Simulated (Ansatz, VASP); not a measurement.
One calculation of Ru, two programs

File INCAR:

```
PREC = Accurate
ENCUT = 520
EDIFF = 1E-6
ISMEAR = -1
SIGMA = 0.08
LREAL = False
LASPH = True
NELM = 100
ALGO = Normal
ISIF = 2
LWAVE = False
LCHARG = False
GGA = PE
NBANDS = 13
```

Contents of KPOINTS:

```
Automatic mesh
0
Gamma
  18 18 18
```

POSCAR

```
Ru
1.0
   -1.4851578510      1.4851578510      1.4851578510
    1.4851578510     -1.4851578510      1.4851578510
    1.4851578510      1.4851578510     -1.4851578510
Ru
1
Direct
    0.0000000000      0.0000000000      0.0000000000
```

Input for Ansatz:

```yaml
crystal:
  lattice:
    - [-1.485157851, 1.485157851, 1.485157851]
    - [1.485157851, -1.485157851, 1.485157851]
    - [1.485157851, 1.485157851, -1.485157851]
  atoms:
    - { symbol: Ru, position: [0.0, 0.0, 0.0] }
kpoints:
  mp_grid: { grid: [18, 18, 18] }
scf:
  occupations: { method: fermi_dirac, width: 0.08 }
hamiltonian:
  xc: pbe
  pseudopotentials: { kind: all_electron, lapw: { basis_error: 0.001 } }
output:
  forces: true
  stress: true
  eigenvalues: true
  populations: true
```

Change from the starting cell: volume scaled by 0.92, LAPW.

Alike in both runs: task single point; functional PBE; k mesh 18 × 18 × 18; occupations fermi-dirac, width 0.08 eV; no spin polarisation.

|  | VASP | Ansatz |
| --- | --- | --- |
| version | VASP 6.6.1 | Ansatz 0.2.0 |
| potentials or method | VASP PAW PBE potentials, release 64 (Ru_pv) | all-electron LAPW, scalar-relativistic |
| plane-wave cutoff (eV) | 520 | see its input |

```tsv
	VASP	Ansatz	Ansatz less VASP
pressure (GPa)	28.4	28.3	-0.11
```

Ansatz ran all-electron here, so the differences hold the error of VASP's frozen core and of both bases.

Caveats: so large a pressure means that the cell lies far from this level's equilibrium, or that cutoff or potentials fall short (VASP).
